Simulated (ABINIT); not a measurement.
Here is an ABINIT 10.8.3 (patched build) calculation.

run.abi

```
# Datasets: ground state, then fixed potential
ndtset 2

# Pseudopotentials
pp_dirpath "./"
pseudos "In.GGA_PBE-JTH.xml, P.GGA_PBE-JTH.xml"

# Structure
acell 4.1443528445 4.1443528445 4.1443528445 Angstrom
rprim
     0.0000000000     0.7071067812     0.7071067812
     0.7071067812     0.0000000000     0.7071067812
     0.7071067812     0.7071067812     0.0000000000
ntypat 2
znucl 49 15
natom 2
typat 1 2
xred
     0.0000000000     0.0000000000     0.0000000000
     0.7500000000     0.7500000000     0.7500000000

# Plane-wave basis
ecut 544.227725 eV
pawecutdg 40.0

# Exchange and correlation
ixc 23

# Bands and occupations
occopt 3
tsmear 0.05 eV

# SCF cycle
nstep 100

# Output
iomode 3
prtwf 0
prteig 0
prtebands 0
enunit 2
prtden1 1
prtvha1 1
prtvclmb1 1
prtpot1 1

# Dataset 1
kptopt1 1
ngkpt1 8 8 8
nshiftk1 1
shiftk1 0.0 0.0 0.0
nband1 13
tolvrs1 1.0e-9

# Dataset 2: bands along G-X-W-K-G-L-U-W-L-K
iscf2 -2
getden2 1
nband2 17
nbdbuf2 2
tolwfr2 1.0e-12
kptopt2 -9
ndivsm2 6
prteig2 1
kptbounds2
     0.0000000000     0.0000000000     0.0000000000
     0.5000000000     0.0000000000     0.5000000000
     0.5000000000     0.2500000000     0.7500000000
     0.3750000000     0.3750000000     0.7500000000
     0.0000000000     0.0000000000     0.0000000000
     0.5000000000     0.5000000000     0.5000000000
     0.6250000000     0.2500000000     0.6250000000
     0.5000000000     0.2500000000     0.7500000000
     0.5000000000     0.5000000000     0.5000000000
     0.3750000000     0.3750000000     0.7500000000
```

Potentials or basis: JTH PAW PBE v2.0.

Run with:

```console
$ abinit run.abi > log 2>&1
```

(1) Estimate the band gap on the k mesh.

## Answers

(1) 0.56 eV, direct.

Caveat: spin-orbit coupling is left out, which moves the levels of the heavy elements.

**The experiment to reproduce.**

A printed reference work, data compilation reports, for a bulk crystal of InP at 1.6 K: band gap 1.4236 eV (direct).

A measured gap of InP is 1.4236 eV (direct; 1.6 K; a printed reference work, data compilation); the calculated 0.56 eV misses it by -0.86 eV. Spin-orbit coupling on In is left out. The value is that of WC, without temperature or zero-point motion. Semilocal functionals fall short of measured gaps as a rule.
